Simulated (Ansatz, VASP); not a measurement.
## LaB6: VASP beside Ansatz

```
La B
1.0
     4.15700    0.00000    0.00000
     0.00000    4.15700    0.00000
     0.00000    0.00000    4.15700
La B
1 6
Direct
  0.00000 0.00000 0.00000
  0.20045 0.50000 0.50000
  0.50000 0.20045 0.50000
  0.79955 0.50000 0.50000
  0.50000 0.79955 0.50000
  0.50000 0.50000 0.20045
  0.50000 0.50000 0.79955
```

Alike in both runs: functional PBEsol; k mesh 3 × 3 × 3; no spin polarisation.

Ansatz relaxed the structure, and its values are those at the end. VASP's run is a single point on that final structure, the one shown.

```csv
,VASP,Ansatz
version,VASP 6.6.1,Ansatz 0.2.0
potentials or method,"VASP PAW PBE potentials, release 64 (La, B)","plane waves, PAW"
plane-wave cutoff (eV),520,630
occupations,"methfessel-paxton of order 1, width 0.15 eV","cold, width 0.15 eV"
valence electrons in the cell,29,29
```

```tsv
	VASP	Ansatz	Ansatz less VASP
rms of the force components (eV/Å)	0.015	0.004	-0.0115
```

Caveats: the k mesh is coarse (spacing up to 0.50 Å⁻¹), so the values aren't converged; the PAW data sets were made with another functional, which shifts forces and pressure a little (VASP). The runs have no spin-orbit coupling, so splittings on La are missing.
